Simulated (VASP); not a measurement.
# PtS2 (R-3m) in VASP: equation of state

Aim: energy against volume of PtS2 in PBE, for its equilibrium volume and stiffness.

All numbers are computed with VASP 6.6.1; they aren't measurements. Logs are shortened: lines on timing, memory, paths and dates and some standing lists are left out, and cuts for length are marked.

## 1. The crystal as given

It takes space group R-3m (No. 166, trigonal). Conventional cell: a = 3.544 Å, b = 3.544 Å, c = 16.009 Å, α = 90.00°, β = 90.00°, γ = 120.00°. Around Pt (site symmetry -3m) lie 6 S at 2.39 Å. Around S (site symmetry 3m) lie 3 Pt at 2.39 Å.

The cell was built by a generator and needn't be a form met in nature.

## 2. Equation of state, PBE, 18.18 Å³/atom (volume scaled by 0.94)

Contents of INCAR:

```
PREC     = Accurate       # precision mode
ENCUT    = 520            # plane-wave cutoff, eV
EDIFF    = 1E-7           # SCF threshold, eV
ISMEAR   = -1             # smearing method
SIGMA    = 0.05           # smearing width, eV
LREAL    = F              # projectors in reciprocal space
LASPH    = T              # aspherical terms in the spheres
NELM     = 100            # most SCF steps
ALGO     = Normal         # electronic algorithm
ISIF     = 2              # what is computed and relaxed
LWAVE    = F              # write WAVECAR
LCHARG   = F              # write CHGCAR
GGA      = PE             # functional
NBANDS   = 18             # bands
```

Contents of KPOINTS:

```
Automatic mesh
0
Gamma
  9 9 9
```

Contents of POSCAR:

```
PtS2
1.0
    1.7356012798      1.0020480182      5.2272673933
   -1.7356012798      1.0020480182      5.2272673933
    0.0000000000     -2.0040960364      5.2272673933
Pt S
1 2
Direct
    0.0000000000      0.0000000000      0.0000000000
    0.7438500000      0.7438500000      0.7438500000
    0.2561500000      0.2561500000      0.2561500000
```

Potentials or basis: VASP PAW PBE potentials, release 64 (Pt, S).

Command:

```sh
$ cat potpaw_PBE.64/Pt/POTCAR potpaw_PBE.64/S/POTCAR > POTCAR
$ mpirun -np 1 vasp_std > vasp.out
```

OUTCAR:

```text
PREC = Accurate
   ENCUT = 520
   EDIFF = 1E-7
   ISMEAR = -1
   LREAL = F
   LASPH = T
   NELM = 100
   ISIF = 2
   GGA = PE

 Found     85 irreducible k-points:

 Following reciprocal coordinates:
            Coordinates               Weight
  0.000000  0.000000  0.000000      1.000000
  0.111111 -0.000000  0.000000      6.000000
  0.222222  0.000000  0.000000      6.000000
  0.333333 -0.000000  0.000000      6.000000
  0.444444  0.000000  0.000000      6.000000
  0.111111  0.111111  0.000000      6.000000
   k-points           NKPTS =     85   k-points in BZ     NKDIM =     85   number of bands    NBANDS=     18
   number of dos      NEDOS =    301   number of ions     NIONS =      3
   total plane-waves  NPLWV =  74088
   dimension x,y,z NGX =    42 NGY =   42 NGZ =   42
   dimension x,y,z NGXF=    84 NGYF=   84 NGZF=   84
   ions per type =               1   2
   NGX,Y,Z   is equivalent  to a cutoff of  12.47, 12.47, 12.47 a.u.
   NGXF,Y,Z  is equivalent  to a cutoff of  24.94, 24.94, 24.94 a.u.
 SYSTEM =  unknown system
   PREC   = accura    normal or accurate (medium, high low for compatibility)
   ISTART =      0    job   : 0-new  1-cont  2-samecut
   ICHARG =      2    charge: 1-file 2-atom 10-const
   ISPIN  =      1    spin polarized calculation?
   LNONCOLLINEAR =      F non collinear calculations
   LSORBIT =      F    spin-orbit coupling
   LASPH  =      T    aspherical Exc in radial PAW
   ENCUT  =  520.0 eV  38.22 Ry    6.18 a.u.  10.41 10.41 10.41*2*pi/ulx,y,z
   NELM   =    100;   NELMIN=  2; NELMDL= -5     # of ELM steps
   EDIFF  = 0.1E-06   stopping-criterion for ELM
   LREAL  =      F    real-space projection
   EDIFFG = 0.1E-05   stopping-criterion for IOM
   NSW    =      0    number of steps for IOM
   IBRION =     -1    ionic relax: 0-MD 1-quasi-New 2-CG
   NFREE  =      0    steps in history (QN), initial steepest desc. (CG)
   ISIF   =      2    stress and relaxation
   ISYM   =      2    0-nonsym 1-usesym 2-fastsym
   POTIM  = 0.5000    time-step for ionic-motion
   TEBEG  =    0.0;   TEEND  =   0.0 temperature during run
   PSTRESS=    0.0 pullay stress
   NELECT =      22.0000    total number of electrons
   NUPDOWN=      -1.0000    fix difference up-down
   EMIN   =  10.00;   EMAX   =-10.00  energy-range for DOS
   EFERMI =   0.00;   METHOD = LEGACY
   ISMEAR =    -1;   SIGMA  =   0.05  broadening in eV -4-tet -1-fermi 0-gaus
   EFERMI_NEDOS =   21; number of points for ismear=-14 and -15
   IALGO  =     38    algorithm
   IMIX   =      4    mixing-type and parameters
     AMIX     =   0.40;   BMIX     =  1.00
     AMIX_MAG =   1.60;   BMIX_MAG =  1.00
  volume/ion in A,a.u.               =      18.18       122.70
  Fermi-wavevector in a.u.,A,eV,Ry     =   1.209560  2.285738 19.905819  1.463036
  Thomas-Fermi vector in A             =   2.345134
   LORBIT       =      0    0 simple, 1 ext, 2 COOP (PROOUT), +10 PAW based schemes
   GGA     = PE    functional components
   LHFCALC =     F    Hartree Fock is set to
   AEXX    =    0.0000 exact exchange contribution
   IVDW    =     0    specifies the selected vdW correction
   LEPSILON=     F    determine dielectric tensor
   LRPA    =     F    only Hartree local field effects (RPA)
 non-spin polarized calculation
  energy-cutoff  :      520.00
  volume of cell :       54.55
 maximum number of plane-waves:      1493
 NGX is ok and might be reduce to    42
   NGX = 21   NGY = 21   NGZ = 21

 number of electron      22.0000001 magnetization

 Free energy of the ion-electron system (eV)
  ---------------------------------------------------
  ext. energy  EPLUGINS =         0.00000000
  ---------------------------------------------------
  free energy    TOTEN  =       -15.21777252 eV

  energy without entropy =      -15.21776425  energy(sigma->0) =      -15.21776838

 E-fermi :   7.0731     XC(G=0): -10.5840

 val. band max:        6.6088978327   @ k =   0.1111  -0.0000   0.0000
 cond. band min:       7.4656700809   @ k =  -0.2222   0.2222   0.0000
 fundamental gap:      0.8567722482
 Fermi energy:         7.0730884589

 k-point     1 :       0.0000    0.0000    0.0000
  band No.  band energies     occupation
      1      -8.7177      2.00000
      2      -5.7492      2.00000
      3      -0.3343      2.00000
      4      -0.0537      2.00000
      5      -0.0537      2.00000
      6       2.8234      2.00000
[... 10 lines left out ...]
     17      14.6081      0.00000
     18      18.4509      0.00000

 k-point     2 :       0.1111   -0.0000    0.0000
  band No.  band energies     occupation
      1      -8.5430      2.00000
      2      -5.8321      2.00000
      3      -0.1759      2.00000
      4       0.0508      2.00000
      5       0.0582      2.00000
      6       2.5781      2.00000
[... 10 lines left out ...]
     17      15.1791      0.00000
     18      17.5654      0.00000

 k-point     3 :       0.2222    0.0000    0.0000
  band No.  band energies     occupation
      1      -8.0571      2.00000
      2      -6.0249      2.00000
      3       0.0225      2.00000
      4       0.2971      2.00000
      5       0.6000      2.00000
      6       1.8065      2.00000
[... 10 lines left out ...]
     17      16.4685      0.00000
     18      16.7156      0.00000

 k-point     4 :       0.3333   -0.0000    0.0000
  band No.  band energies     occupation
      1      -7.4041      2.00000
      2      -6.2059      2.00000
      3      -0.0373      2.00000
      4       0.4946      2.00000
      5       0.9991      2.00000
      6       1.4738      2.00000
[... 10 lines left out ...]
     17      16.8823      0.00000
     18      17.2064      0.00000

 k-point     5 :       0.4444    0.0000    0.0000
  band No.  band energies     occupation
      1      -6.9255      2.00000
      2      -6.2502      2.00000
      3      -0.6330      2.00000
      4       0.5454      2.00000
      5       1.0928      2.00000
      6       2.0785      2.00000
[... 10 lines left out ...]
     17      17.2061      0.00000
     18      17.3928      0.00000

 k-point     6 :       0.1111    0.1111    0.0000
  band No.  band energies     occupation
      1      -8.5337      2.00000
      2      -5.8560      2.00000
      3      -0.1331      2.00000
      4       0.0502      2.00000
      5       0.0568      2.00000
      6       2.5624      2.00000
[... 10 lines left out ...]
     17      15.3103      0.00000
     18      17.4481      0.00000

 [... further k-points ...]

------------------------ aborting loop because EDIFF is reached ----------------------------------------

  FORCE on cell =-STRESS in cart. coord.  units (eV):
  Direction    XX          YY          ZZ          XY          YZ          ZX
  --------------------------------------------------------------------------------------
  -------------------------------------------------------------------------------------
  Total        4.7174565      4.7174391      3.6897850      0.0000000     -0.0000000      0.0000000
  in kB      138.5651524    138.5646414    108.3795095      0.0000000     -0.0000000      0.0000000
  external PRESSURE =     128.5031011 kB  Pullay stress =       0.0000000 kB

 VOLUME and BASIS-vectors are now :
 -----------------------------------------------------------------------------
  energy-cutoff  :      520.00
  volume of cell :       54.55
      direct lattice vectors                 reciprocal lattice vectors
     1.735601280  1.002048018  5.227267393     0.288084600  0.166326028  0.063768181
    -1.735601280  1.002048018  5.227267393    -0.288084600  0.166326028  0.063768181
     0.000000000 -2.004096036  5.227267393     0.000000000 -0.332652056  0.063768181

 POSITION                                       TOTAL-FORCE (eV/Angst)
 -----------------------------------------------------------------------------------
      0.00000      0.00000      0.00000         0.000000     -0.000000      0.000000
      0.00000      0.00000     11.66491         0.000000     -0.000000      0.822260
      0.00000      0.00000      4.01689         0.000000      0.000000     -0.822260
 -----------------------------------------------------------------------------------
    total drift:                               -0.000000     -0.000000     -0.000000

  FREE ENERGIE OF THE ION-ELECTRON SYSTEM (eV)
  ---------------------------------------------------
  free  energy   TOTEN  =       -15.2177725159 eV

  energy  without entropy=      -15.2177642526  energy(sigma->0) =      -15.21776838
```

stdout:

```text
POSCAR found type information on POSCAR PtS
 POSCAR found :  2 types and       3 ions
 scaLAPACK will be used
 LDA part: xc-table for (Slater+PW92), standard interpolation
 POSCAR, INCAR and KPOINTS ok, starting setup
 FFT: planning ... GRIDC
 FFT: planning ... GRID_SOFT
 FFT: planning ... GRID
 WAVECAR not read
 entering main loop
```

Run time: 3.3 min. Hardware: 1 thread of Intel Xeon Platinum 8559C (Emerald Rapids), shared host; peak memory 0.28 GiB.

What came out:

- Free energy: -15.2178 eV
- Pressure: 12.9 GPa
- Largest force: 0.822 eV/Å
- Band gap on the k mesh: 0.86 eV, indirect (least direct gap 1.10 eV)

Caveat: spin-orbit coupling is left out, which moves the levels of the heavy elements; an odd mesh through Γ misses points on the zone boundary, where band edges often lie.

## 3. Equation of state, PBE, 18.57 Å³/atom (volume scaled by 0.96)

Contents of INCAR:

```
SYSTEM = PtS2
PREC = Accurate
ENCUT = 520
EDIFF = 1E-7
ISMEAR = -1
SIGMA = 0.05
LREAL = .False.
LASPH = .True.
NELM = 80
ALGO = Normal
ISIF = 2
LWAVE = .False.
LCHARG = .False.
GGA = PE
NBANDS = 18
```

Contents of KPOINTS:

```
regular mesh
0
Gamma
  9 9 9
  0 0 0
```

Contents of POSCAR:

```
PtS2
1.0
    1.7478242268      1.0091049269      5.2640803484
   -1.7478242268      1.0091049269      5.2640803484
    0.0000000000     -2.0182098538      5.2640803484
Pt S
1 2
Direct
    0.0000000000      0.0000000000      0.0000000000
    0.7438500000      0.7438500000      0.7438500000
    0.2561500000      0.2561500000      0.2561500000
```

Potentials or basis: VASP PAW PBE potentials, release 64 (Pt, S).

Command:

```sh
$ cat potpaw_PBE.64/Pt/POTCAR potpaw_PBE.64/S/POTCAR > POTCAR
$ mpirun -np 1 vasp_std > vasp.out
```

It took 2.9 min on 1 thread of Intel Xeon Platinum 8559C (Emerald Rapids), shared host; peak memory 0.28 GiB.

The run converged. Its results:

```yaml
Free_energy: -15.2978 eV
Pressure: 9.2 GPa
Largest_force: 0.501 eV/Å
Band_gap_on_the_k_mesh: 0.87 eV, indirect (least direct gap 1.08 eV)
```

Caveat: spin-orbit coupling is left out, which moves the levels of the heavy elements; an odd mesh through Γ misses points on the zone boundary, where band edges often lie.

## 4. Equation of state, PBE, 18.96 Å³/atom (volume scaled by 0.98)

Contents of INCAR:

```
SYSTEM = PtS2
ALGO = Normal ; EDIFF = 1E-7
ENCUT = 520 ; GGA = PE
ISIF = 2 ; ISMEAR = -1
LASPH = .True. ; LCHARG = .False.
LREAL = .False. ; LWAVE = .False.
NBANDS = 18 ; NELM = 100
PREC = Accurate ; SIGMA = 0.05
```

Contents of KPOINTS:

```
k-points
0
Gamma
  9 9 9
  0 0 0
```

Contents of POSCAR:

```
PtS2
1.0
    1.7598785679      1.0160644911      5.3003854981
   -1.7598785679      1.0160644911      5.3003854981
    0.0000000000     -2.0321289822      5.3003854981
Pt S
1 2
Direct
    0.0000000000      0.0000000000      0.0000000000
    0.7438500000      0.7438500000      0.7438500000
    0.2561500000      0.2561500000      0.2561500000
```

Command:

```sh
$ cat potpaw_PBE.64/Pt/POTCAR potpaw_PBE.64/S/POTCAR > POTCAR
$ mpirun -np 1 vasp_std > vasp.out
```

It took 3.2 min on 1 thread of Intel Xeon Platinum 8559C (Emerald Rapids), shared host; peak memory 0.29 GiB.

It converged, with:

```yaml
Free_energy: -15.3525 eV
Pressure: 5.9 GPa
Largest_force: 0.207 eV/Å
Band_gap_on_the_k_mesh: 0.87 eV, indirect (least direct gap 1.07 eV)
```

Caveat: spin-orbit coupling is left out, which moves the levels of the heavy elements; an odd mesh through Γ misses points on the zone boundary, where band edges often lie.

## 5. Equation of state, PBE, 19.73 Å³/atom (volume scaled by 1.02)

Contents of INCAR:

```
PREC = Accurate
ENCUT = 520
EDIFF = 1E-7
ISMEAR = -1
SIGMA = 0.05
LREAL = F
LASPH = T
NELM = 80
ALGO = Normal
ISIF = 2
LWAVE = F
LCHARG = F
GGA = PE
NBANDS = 18
```

Contents of KPOINTS:

```
Automatic mesh
0
Gamma
  9 9 9
```

Contents of POSCAR:

```
PtS2
1.0
    1.7835039181      1.0297045683      5.3715401028
   -1.7835039181      1.0297045683      5.3715401028
    0.0000000000     -2.0594091366      5.3715401028
Pt S
1 2
Direct
    0.0000000000      0.0000000000      0.0000000000
    0.7438500000      0.7438500000      0.7438500000
    0.2561500000      0.2561500000      0.2561500000
```

Command:

```sh
$ cat potpaw_PBE.64/Pt/POTCAR potpaw_PBE.64/S/POTCAR > POTCAR
$ mpirun -np 1 vasp_std > vasp.out
```

It took 2.3 min on 1 thread of Intel Xeon Platinum 8559C (Emerald Rapids), shared host; peak memory 0.34 GiB.

It converged, with:

| Item | Value |
| --- | --- |
| Free energy | -15.3970 eV |
| Pressure | 0.3 GPa |
| Largest force | 0.309 eV/Å |
| Band gap on the k mesh | 0.88 eV, indirect (least direct gap 1.04 eV) |

Caveat: spin-orbit coupling is left out, which moves the levels of the heavy elements; an odd mesh through Γ misses points on the zone boundary, where band edges often lie.

## 6. Equation of state, PBE, 20.12 Å³/atom (volume scaled by 1.04)

Contents of INCAR:

```
SYSTEM = PtS2
ALGO = Normal
EDIFF = 1E-7
ENCUT = 520
GGA = PE
ISIF = 2
ISMEAR = -1
LASPH = .True.
LCHARG = .False.
LREAL = .False.
LWAVE = .False.
NBANDS = 18
NELM = 100
PREC = Accurate
SIGMA = 0.05
```

Contents of KPOINTS:

```
k-points
0
Gamma
  9 9 9
  0 0 0
```

Contents of POSCAR:

```
PtS2
1.0
    1.7950854369      1.0363911489      5.4064212107
   -1.7950854369      1.0363911489      5.4064212107
    0.0000000000     -2.0727822979      5.4064212107
Pt S
1 2
Direct
    0.0000000000      0.0000000000      0.0000000000
    0.7438500000      0.7438500000      0.7438500000
    0.2561500000      0.2561500000      0.2561500000
```

Potentials or basis: VASP PAW PBE potentials, release 64 (Pt, S).

Command:

```sh
$ cat potpaw_PBE.64/Pt/POTCAR potpaw_PBE.64/S/POTCAR > POTCAR
$ mpirun -np 1 vasp_std > vasp.out
```

It took 4.3 min on 1 thread of Intel Xeon Platinum 8559C (Emerald Rapids), shared host; peak memory 0.34 GiB.

Results (log left out):

- Free energy: -15.3913 eV
- Pressure: -2.0 GPa
- Largest force: 0.535 eV/Å
- Band gap on the k mesh: 0.89 eV, indirect (least direct gap 1.02 eV)

Caveat: spin-orbit coupling is left out, which moves the levels of the heavy elements; an odd mesh through Γ misses points on the zone boundary, where band edges often lie.

## 7. Equation of state, PBE, 20.50 Å³/atom (volume scaled by 1.06)

Contents of INCAR:

```
SYSTEM = PtS2
ALGO = Normal ; EDIFF = 1E-7
ENCUT = 520 ; GGA = PE
ISIF = 2 ; ISMEAR = -1
LASPH = .TRUE. ; LCHARG = .FALSE.
LREAL = .FALSE. ; LWAVE = .FALSE.
NBANDS = 18 ; NELM = 100
PREC = Accurate ; SIGMA = 0.05
```

Contents of KPOINTS:

```
k-points
0
G
  9 9 9
  0 0 0
```

Contents of POSCAR:

```
PtS2
1.0
    1.8065194104      1.0429925444      5.4408579430
   -1.8065194104      1.0429925444      5.4408579430
    0.0000000000     -2.0859850889      5.4408579430
Pt S
1 2
Direct
    0.0000000000      0.0000000000      0.0000000000
    0.7438500000      0.7438500000      0.7438500000
    0.2561500000      0.2561500000      0.2561500000
```

Command:

```sh
$ cat potpaw_PBE.64/Pt/POTCAR potpaw_PBE.64/S/POTCAR > POTCAR
$ mpirun -np 1 vasp_std > vasp.out
```

It took 4.3 min on 1 thread of Intel Xeon Platinum 8559C (Emerald Rapids), shared host; peak memory 0.34 GiB.

It converged, with:

```yaml
Free_energy: -15.3696 eV
Pressure: -4.1 GPa
Largest_force: 0.742 eV/Å
Band_gap_on_the_k_mesh: 0.89 eV, indirect (least direct gap 1.00 eV)
```

Caveat: spin-orbit coupling is left out, which moves the levels of the heavy elements; an odd mesh through Γ misses points on the zone boundary, where band edges often lie.

## 8. Equation of state, PBE

Potentials or basis: VASP PAW PBE potentials, release 64 (Pt, S).

No new run: the results of the series are fitted here.

What came out:

```
Equilibrium volume                        : 19.79 Å³/atom
Bulk modulus at fixed shape and positions : 124 GPa
Pressure derivative of the bulk modulus   : 4.9
```

Energy against volume, from the lowest point:
```csv
volume (Å³/atom),energy (meV/atom)
18.182,59.74
18.569,33.07
18.956,14.81
19.343,4.06
19.729,0.00
20.116,1.91
20.503,9.12
```

Caveat: the cell was scaled at fixed shape and fractional positions, which overstates the stiffness of a crystal with free parameters, most of all of layers and chains.
